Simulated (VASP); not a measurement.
# ZrS2 in VASP: relaxation of cell and atoms with LDA

Aim: the relaxation of cell and atoms of ZrS2 with LDA.

Everything below comes from runs of VASP 6.6.1. Logs are shortened: lines on timing, memory, paths and dates and some standing lists are left out, and cuts for length are marked.

## (1) The structure

The cell holds a sheet with vacuum, 3 atoms: a = 3.670 Å, b = 3.670 Å, c = 18.900 Å, α = 90.00°, β = 90.00°, γ = 120.00°.

The cell was built by a generator and needn't be a form met in nature.

## (2) Relaxation of cell and atoms, LDA

The input, INCAR:

```
  ALGO = Normal
  EDIFF = 1E-6
  EDIFFG = -0.005
  ENCUT = 600
  GGA = CA
  IBRION = 2
  ISIF = 3
  ISMEAR = 0
  KPAR = 2
  LASPH = T
  LATTICE_CONSTRAINTS = .TRUE. .TRUE. .FALSE.
  LCHARG = F
  LREAL = F
  LWAVE = F
  NELM = 120
  NSW = 40
  PREC = Accurate
  SIGMA = 0.03
```

The input, KPOINTS:

```
k-points
0
Gamma
  12 12 1
```

The input, POSCAR:

```
ZrS2
1.0
    3.6700000000      0.0000000000      0.0000000000
   -1.8350000000      3.1783132300      0.0000000000
    0.0000000000      0.0000000000     18.9000000000
S Zr
2 1
Direct
    0.3333330000      0.6666670000      0.4232804200
    0.6666670000      0.3333330000      0.5767195800
    0.0000000000      0.0000000000      0.5000000000
```

Potentials or basis: VASP PAW LDA potentials, release 64 (S, Zr_sv).

Started as:

```bash
cat potpaw_LDA.64/S/POTCAR potpaw_LDA.64/Zr_sv/POTCAR > POTCAR
mpirun -np 2 vasp_std > vasp.out
```

OUTCAR:

```text
EDIFF = 1E-6
   EDIFFG = -0.005
   ENCUT = 600
   GGA = CA
   IBRION = 2
   ISIF = 3
   ISMEAR = 0
   LASPH = T
   LREAL = F
   NELM = 120
   NSW = 40
   PREC = Accurate

 ion  position               nearest neighbor table
   1  0.333  0.667  0.423-   3 2.57   3 2.57   3 2.57
   2  0.667  0.333  0.577-   3 2.57   3 2.57   3 2.57
   3  0.000  0.000  0.500-   1 2.57   2 2.57   1 2.57   2 2.57   2 2.57   1 2.57

  LATTYP: Found a hexagonal cell.
 ALAT       =     3.6700000000
 C/A-ratio  =     5.1498637602

  Lattice vectors:

 A1 = (   3.6700000000,   0.0000000000,   0.0000000000)
 A2 = (  -1.8350000000,   3.1783132300,   0.0000000000)
 A3 = (   0.0000000000,   0.0000000000,  18.9000000000)

Analysis of symmetry for initial positions (statically):
=====================================================================
 Subroutine PRICEL returns:
 Original cell was already a primitive cell.

 Routine SETGRP: Setting up the symmetry group for a
 hexagonal supercell.

 Subroutine GETGRP returns: Found 12 space group operations
 (whereof 12 operations were pure point group operations)
 out of a pool of 24 trial point group operations.

The static configuration has the point symmetry D_3d.

Analysis of symmetry for dynamics (positions and initial velocities):
=====================================================================
 Subroutine PRICEL returns:
 Original cell was already a primitive cell.

 Routine SETGRP: Setting up the symmetry group for a
 hexagonal supercell.

 Subroutine GETGRP returns: Found 12 space group operations
 (whereof 12 operations were pure point group operations)
 out of a pool of 24 trial point group operations.

The dynamic configuration has the point symmetry D_3d.

 Subroutine INISYM returns: Found 12 space group operations
 (whereof 12 operations are pure point group operations),
 and found     1 'primitive' translations

----------------------------------------------------------------------------------------

                                     Primitive cell

  volume of cell :     220.4573

  direct lattice vectors                    reciprocal lattice vectors
     3.670000000  0.000000000  0.000000000     0.272479564  0.157316150  0.000000000
    -1.835000000  3.178313230  0.000000000     0.000000000  0.314632299  0.000000000
     0.000000000  0.000000000 18.900000000     0.000000000  0.000000000  0.052910053

  length of vectors
     3.670000000  3.669999998 18.900000000     0.314632299  0.314632299  0.052910053

  position of ions in fractional coordinates (direct lattice)
     0.333333000  0.666667000  0.423280420
     0.666667000  0.333333000  0.576719580
     0.000000000  0.000000000  0.500000000

  ion indices of the primitive-cell ions
   primitive index   ion index
                 1           1
                 2           2
                 3           3

----------------------------------------------------------------------------------------

 KPOINTS: k-points

Automatic generation of k-mesh.
 Grid dimensions read from file:
 generate k-points for:   12   12    1

 Generating k-lattice:

  Cartesian coordinates                     Fractional coordinates (reciprocal lattice)
     0.022706630  0.013109679  0.000000000     0.083333333  0.000000000  0.000000000
     0.000000000  0.026219358  0.000000000     0.000000000  0.083333333  0.000000000
     0.000000000  0.000000000  0.052910053     0.000000000  0.000000000  1.000000000

  Length of vectors
     0.026219358  0.026219358  0.052910053

  Shift w.r.t. Gamma in fractional coordinates (k-lattice)
     0.000000000  0.000000000  0.000000000

 Subroutine IBZKPT returns following result:
 ===========================================

 Found     19 irreducible k-points:

 Following reciprocal coordinates:
            Coordinates               Weight
  0.000000  0.000000  0.000000      1.000000
  0.083333 -0.000000  0.000000      6.000000
  0.166667  0.000000  0.000000      6.000000
  0.250000  0.000000  0.000000      6.000000
  0.333333  0.000000  0.000000      6.000000
  0.416667  0.000000  0.000000      6.000000
[... 11 lines left out ...]
  0.333333  0.250000  0.000000     12.000000
  0.333333  0.333333  0.000000      2.000000
   k-points           NKPTS =     19   k-points in BZ     NKDIM =     19   number of bands    NBANDS=     16
   number of dos      NEDOS =    301   number of ions     NIONS =      3
   total plane-waves  NPLWV = 144000
   dimension x,y,z NGX =    30 NGY =   30 NGZ =  160
   dimension x,y,z NGXF=    60 NGYF=   60 NGZF=  320
   ions per type =               2   1
   NGX,Y,Z   is equivalent  to a cutoff of  13.59, 13.59, 14.07 a.u.
   NGXF,Y,Z  is equivalent  to a cutoff of  27.18, 27.18, 28.15 a.u.
 SYSTEM =  unknown system
   PREC   = accura    normal or accurate (medium, high low for compatibility)
   ISTART =      0    job   : 0-new  1-cont  2-samecut
   ICHARG =      2    charge: 1-file 2-atom 10-const
   ISPIN  =      1    spin polarized calculation?
   LNONCOLLINEAR =      F non collinear calculations
   LSORBIT =      F    spin-orbit coupling
   LASPH  =      T    aspherical Exc in radial PAW
   ENCUT  =  600.0 eV  44.10 Ry    6.64 a.u.   7.33  7.33 37.75*2*pi/ulx,y,z
   NELM   =    120;   NELMIN=  2; NELMDL= -5     # of ELM steps
   EDIFF  = 0.1E-05   stopping-criterion for ELM
   LREAL  =      F    real-space projection
   EDIFFG = -.5E-02   stopping-criterion for IOM
   NSW    =     40    number of steps for IOM
   IBRION =      2    ionic relax: 0-MD 1-quasi-New 2-CG
   NFREE  =      1    steps in history (QN), initial steepest desc. (CG)
   ISIF   =      3    stress and relaxation
   ISYM   =      2    0-nonsym 1-usesym 2-fastsym
   POTIM  = 0.5000    time-step for ionic-motion
   TEBEG  =    0.0;   TEEND  =   0.0 temperature during run
   PSTRESS=    0.0 pullay stress
   NELECT =      24.0000    total number of electrons
   NUPDOWN=      -1.0000    fix difference up-down
   EMIN   =  10.00;   EMAX   =-10.00  energy-range for DOS
   EFERMI =   0.00;   METHOD = LEGACY
   ISMEAR =     0;   SIGMA  =   0.03  broadening in eV -4-tet -1-fermi 0-gaus
   EFERMI_NEDOS =   21; number of points for ismear=-14 and -15
   IALGO  =     38    algorithm
   IMIX   =      4    mixing-type and parameters
     AMIX     =   0.40;   BMIX     =  1.00
     AMIX_MAG =   1.60;   BMIX_MAG =  1.00
  volume/ion in A,a.u.               =      73.49       495.91
  Fermi-wavevector in a.u.,A,eV,Ry     =   0.781695  1.477188  8.313790  0.611046
  Thomas-Fermi vector in A             =   1.885265
   LORBIT       =      0    0 simple, 1 ext, 2 COOP (PROOUT), +10 PAW based schemes
   GGA     = CA    functional components
   LHFCALC =     F    Hartree Fock is set to
   AEXX    =    0.0000 exact exchange contribution
   IVDW    =     0    specifies the selected vdW correction
   LEPSILON=     F    determine dielectric tensor
   LRPA    =     F    only Hartree local field effects (RPA)
 conjugate gradient relaxation of ions
 non-spin polarized calculation
 Gauss-broadening in eV      SIGMA  =   0.03
  energy-cutoff  :      600.00
  volume of cell :      220.46
 maximum number of plane-waves:      7437
 NGX is ok and might be reduce to    30
   NGX = 15   NGY = 15   NGZ = 75

--------------------------------------- Ionic step        1  -------------------------------------------

 number of electron      23.9999998 magnetization

 Free energy of the ion-electron system (eV)
  ---------------------------------------------------
  ext. energy  EPLUGINS =         0.00000000
  ---------------------------------------------------
  free energy    TOTEN  =       -23.21288243 eV

  energy without entropy =      -23.21288243  energy(sigma->0) =      -23.21288243

------------------------ aborting loop because EDIFF is reached ----------------------------------------

  FORCE on cell =-STRESS in cart. coord.  units (eV):
  Direction    XX          YY          ZZ          XY          YZ          ZX
  --------------------------------------------------------------------------------------
  -------------------------------------------------------------------------------------
  Total       -1.9042728     -1.9042728     -1.2511352     -0.0000000      0.0000000     -0.0000000
  in kB      -13.8393336    -13.8393336     -9.0926458     -0.0000000      0.0000000     -0.0000000
  external PRESSURE =     -12.2571043 kB  Pullay stress =       0.0000000 kB

 VOLUME and BASIS-vectors are now :
 -----------------------------------------------------------------------------
  energy-cutoff  :      600.00
  volume of cell :      220.46
      direct lattice vectors                 reciprocal lattice vectors
     3.670000000  0.000000000  0.000000000     0.272479564  0.157316150  0.000000000
    -1.835000000  3.178313230  0.000000000     0.000000000  0.314632299  0.000000000
     0.000000000  0.000000000 18.900000000     0.000000000  0.000000000  0.052910053
[... 75 lines left out ...]
 POSITION                                       TOTAL-FORCE (eV/Angst)
 -----------------------------------------------------------------------------------
     -0.00000      2.08389      8.01113         0.000000     -0.000000     -0.020845
      1.80470      1.04194     10.88887        -0.000000      0.000000      0.020845
     -1.80470      3.12583      9.45000         0.000000      0.000000      0.000000
 -----------------------------------------------------------------------------------
    total drift:                               -0.000000      0.000000      0.000000

  FREE ENERGIE OF THE ION-ELECTRON SYSTEM (eV)
  ---------------------------------------------------
  free  energy   TOTEN  =       -23.2500777203 eV

  energy  without entropy=      -23.2500777203  energy(sigma->0) =      -23.25007772

[... ionic steps 4 to 8 ...]

--------------------------------------- Ionic step        9  -------------------------------------------

 number of electron      24.0000001 magnetization

------------------------ aborting loop because EDIFF is reached ----------------------------------------

  FORCE on cell =-STRESS in cart. coord.  units (eV):
  Direction    XX          YY          ZZ          XY          YZ          ZX
  --------------------------------------------------------------------------------------
  -------------------------------------------------------------------------------------
  Total        0.0389016      0.0389016      0.0151270     -0.0000000      0.0000000      0.0000000
  in kB        0.2929957      0.2929957      0.1139326     -0.0000000      0.0000000      0.0000000
  external PRESSURE =       0.2333080 kB  Pullay stress =       0.0000000 kB

 VOLUME and BASIS-vectors are now :
 -----------------------------------------------------------------------------
  energy-cutoff  :      600.00
  volume of cell :      212.72
      direct lattice vectors                 reciprocal lattice vectors
     3.605056906  0.000000000  0.000000000     0.277388132  0.160150113  0.000000000
    -1.802528453  3.122070861  0.000000000    -0.000000000  0.320300225  0.000000000
     0.000000000  0.000000000 18.900000000     0.000000000  0.000000000  0.052910053
[... 38 lines left out ...]
 POSITION                                       TOTAL-FORCE (eV/Angst)
 -----------------------------------------------------------------------------------
     -0.00000      2.08275      8.00677         0.000000     -0.000000      0.019386
      1.80371      1.04137     10.89323        -0.000000      0.000000     -0.019386
     -1.80371      3.12412      9.45000        -0.000000      0.000000      0.000000
 -----------------------------------------------------------------------------------
    total drift:                               -0.000000      0.000000      0.000000

  FREE ENERGIE OF THE ION-ELECTRON SYSTEM (eV)
  ---------------------------------------------------
  free  energy   TOTEN  =       -23.2501289809 eV

  energy  without entropy=      -23.2501289809  energy(sigma->0) =      -23.25012898

--------------------------------------- Ionic step       11  -------------------------------------------

 number of electron      24.0000001 magnetization

 Free energy of the ion-electron system (eV)
  ---------------------------------------------------
  ext. energy  EPLUGINS =         0.00000000
  ---------------------------------------------------
  free energy    TOTEN  =       -23.25016957 eV

  energy without entropy =      -23.25016957  energy(sigma->0) =      -23.25016957

 E-fermi :  -2.8291     XC(G=0):  -3.5906

 val. band max:       -3.0113593963   @ k =   0.0000   0.0000   0.0000
 cond. band min:      -2.0580792136   @ k =   0.5000   0.0000   0.0000
 fundamental gap:      0.9532801827
 Fermi energy:        -2.8290575087

 k-point     1 :       0.0000    0.0000    0.0000
  band No.  band energies     occupation
      1     -51.4863      2.00000
      2     -29.7473      2.00000
      3     -29.5663      2.00000
      4     -29.5663      2.00000
      5     -15.5768      2.00000
      6     -14.3220      2.00000
[... 8 lines left out ...]
     15      -0.5140      0.00000
     16       2.3414      0.00000
[... 362 lines left out ...]
 POSITION                                       TOTAL-FORCE (eV/Angst)
 -----------------------------------------------------------------------------------
     -0.00000      2.08179      8.00748        -0.000000      0.000000      0.001109
      1.80288      1.04089     10.89252         0.000000      0.000000     -0.001109
      0.00000      0.00000      9.45000        -0.000000      0.000000      0.000000
 -----------------------------------------------------------------------------------
    total drift:                                0.000000      0.000000      0.000000

  FREE ENERGIE OF THE ION-ELECTRON SYSTEM (eV)
  ---------------------------------------------------
  free  energy   TOTEN  =       -23.2501695721 eV

  energy  without entropy=      -23.2501695721  energy(sigma->0) =      -23.25016957

 reached required accuracy - stopping structural energy minimisation
```

Wall time 4.9 min (2 MPI ranks of Intel Xeon Platinum 8259CL at 2.50GHz (Skylake/Cascade Lake), shared host); peak memory 0.34 GiB.

What came out:

```yaml
Free_energy: -23.2502 eV
Relaxed_volume: 70.94 Å³/atom
Relaxed_cell: a = 3.606 Å, b = 3.606 Å, c = 18.900 Å, α = 90.00°, β = 90.00°, γ = 120.00°
Space_group_after_relaxing_to_0.05_Å: P-3m1 (No. 164)
Energy_gained_by_relaxing: 12.4 meV/atom
Ionic_steps: 11
Band_gap_on_the_k_mesh: 0.95 eV, indirect (least direct gap 1.56 eV)
```

The path:
```csv
step,energy change (eV),largest force (eV/Å),pressure (GPa),volume (Å³)
1,0.0000,0.4279,-1.23,220.46
2,-0.0084,0.4543,1.23,207.16
3,-0.0372,0.0208,0.00,213.24
4,-0.0372,0.0304,0.02,213.09
5,-0.0372,0.0230,0.02,212.98
6,-0.0373,0.0070,0.01,212.74
7,-0.0373,0.0039,0.01,212.69
8,-0.0373,0.0048,0.02,212.70
9,-0.0373,0.0060,0.02,212.72
10,-0.0372,0.0194,-0.04,213.00
11,-0.0373,0.0011,0.00,212.81
```

Final structure:
```
CELL_PARAMETERS angstrom
3.60576 0.00000 0.00000
-1.80288 3.12268 0.00000
0.00000 0.00000 18.90000
ATOMIC_POSITIONS crystal
S 0.33333 0.66667 0.42368
S 0.66667 0.33333 0.57632
Zr 0.00000 0.00000 0.50000
```

Levels at points of the mesh, in eV from the valence-band top:
```tsv
k point	band 10	band 11	band 12	band 13	band 14	band 15
(0.00, 0.00, 0.00)	-1.00	0.00	0.00	1.56	1.56	2.50
(0.50, 0.00, 0.00)	-2.45	-1.26	-0.95	0.95	3.45	3.80
```
